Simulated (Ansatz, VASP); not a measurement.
**One calculation of Si, two programs**

The input INCAR:

```
SYSTEM = Si
PREC = Accurate ; ENCUT = 520
EDIFF = 1E-6 ; ISMEAR = 0
SIGMA = 0.05 ; LREAL = .False.
LASPH = .True. ; NELM = 100
ALGO = Normal ; ISIF = 2
LWAVE = .False. ; LCHARG = .False.
NBANDS = 11
```

File KPOINTS:

```
regular mesh
0
Gamma
  12 12 12
  0 0 0
```

File POSCAR:

```
Si
1.0
    0.0000000000      2.7433337156      2.7433337156
    2.7433337156      0.0000000000      2.7433337156
    2.7433337156      2.7433337156      0.0000000000
Si
2
Direct
    0.5000000000      0.5000000000      0.5000000000
    0.7500000000      0.7500000000      0.7500000000
```

Input for Ansatz:

```yaml
crystal:
  lattice:
    - [0.0, 2.7433337156, 2.7433337156]
    - [2.7433337156, 0.0, 2.7433337156]
    - [2.7433337156, 2.7433337156, 0.0]
  atoms:
    - { symbol: Si, position: [0.5, 0.5, 0.5] }
    - { symbol: Si, position: [0.75, 0.75, 0.75] }
basis:
  ecutwfc: 420
kpoints:
  mp_grid: { grid: [12, 12, 12] }
hamiltonian:
  xc: lda
  pseudopotentials: { kind: paw, azcp: { folder: soft_1 } }
scf:
  occupations: { method: gaussian, width: 0.05 }
output:
  forces: true
  stress: true
  eigenvalues: true
```

Alike in both runs: task single point; functional LDA; k mesh 12 × 12 × 12; occupations gaussian, width 0.05 eV; no spin polarisation.

|  | VASP | Ansatz |
| --- | --- | --- |
| version | VASP 6.6.1 | Ansatz 0.2.0 |
| potentials or method | VASP PAW LDA potentials, release 64 (Si) | scalar-relativistic, plane waves, PAW |
| plane-wave cutoff (eV) | 520 | 420 |
| valence electrons in the cell | 8 | 8 |

Ansatz gave:

```
gap on the k mesh at the Fermi level (eV) : 0.52
least direct gap on the mesh (eV)         : 2.48
pressure (GPa)                            : -4.1
```

Task: What did VASP give for the same quantities?

Result: gap on the k mesh at the Fermi level (eV): 0.52; least direct gap on the mesh (eV): 2.49; pressure (GPa): -4.0.

Ansatz warned: «pseudo_functional_mismatch».

A k mesh can miss the band edges.
